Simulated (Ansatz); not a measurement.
**How BN stores the work of compression**

The calculation used Ansatz, DFT PBEsol, scalar-relativistic, plane waves, PAW. (420 eV cutoff, 12×12×12 k-mesh, Gaussian smearing of 0.02 eV, no spin polarisation)

The relaxed crystal:

```yaml
crystal:
  lattice:
    - [0.00000, 3.55790, 2.16777]
    - [1.25245, 0.00000, 2.16777]
    - [1.25245, 3.55790, 0.00000]
  atoms:
    - { symbol: B, position: [0.00007, 0.00007, 0.99993] }
    - { symbol: N, position: [0.66663, 0.66663, 0.33337] }
```

Cell and atoms were relaxed at each target pressure within the start's symmetry (Fmm2), at zero temperature; other phases can be more stable under pressure. H = E + PV with P the target; E is the free energy at the smearing used, whose derivative the pressure is, per atom and counted from zero pressure. The mesh named is that at zero pressure; some other pressures ran on another.

| P (GPa) | V (Å³/atom) | E − E0 (meV) | H − H0 (meV) |
| --- | --- | --- | --- |
| 0 | 9.660 | 0.0 | 0.0 |
| 2 | 8.761 | 4.2 | 113.6 |
| 5 | 8.211 | 15.6 | 271.8 |
| 10 | 7.708 | 38.4 | 519.4 |
| 20 | 7.118 | 91.9 | 980.4 |
| 40 | 6.444 | 214.0 | 1822.8 |

Question: Thermodynamics gives dH/dP = V along a relaxed path. Integrate V over P by the trapezoid rule and compare with the computed enthalpies.

Answer: With 1 eV/Å³ = 160.22 GPa, each step adds the mean volume times ΔP / 160.22:
```tsv
P (GPa)	∫V dP (meV)	H − H0 (meV)	difference (meV)
2	115.0	113.6	1.4
5	273.9	271.8	2.1
10	522.3	519.4	2.8
20	984.9	980.4	4.5
40	1831.4	1822.8	8.5
```

V(P) curves upward, so the trapezoid rule runs high; integrating a smooth curve through the same points puts that excess at about 8.0 meV at 40 GPa, against the 8.5 meV found.

Question: At 40 GPa, how much of the enthalpy change is stored energy and how much is the PV term?

Answer: E rises by 214 meV/atom and PV is 40 × 6.444 / 160.22 = 1609 meV/atom, so PV makes 88 % of ΔH. So between rival structures at high pressure a small difference in volume can outweigh the difference in energy: 1 % of this volume is worth 16.1 meV/atom at this pressure.

Question: What bulk modulus do the lowest pressures give?

Answer: From the pressures that the runs reached, 0.01 GPa (9.660 Å³) and 1.95 GPa (8.761 Å³), B = −ΔP/Δln V = 1.94 / 0.0977 = 20 GPa, a mean over that range. Where layers or molecules are held by dispersion forces, this functional describes the zero-pressure volume and B poorly.

Question: The gap is 3.758 eV at 0.01 GPa and 3.256 eV at 1.95 GPa. What pressure coefficient and volume deformation potential follow?

Answer: dE_g/dP = -258.7 meV/GPa, and a_V = dE_g/d ln V = −B dE_g/dP = 5.14 eV. A gap that closes or barely moves under pressure is usual where the conduction edge lies away from the zone centre, has d character, or where the bands broaden faster than they shift. If the edges move to other points of the zone within the range, this is a mean of two slopes. Gaps are Kohn–Sham gaps over the whole zone.

This form isn't the usual stable structure of the compound.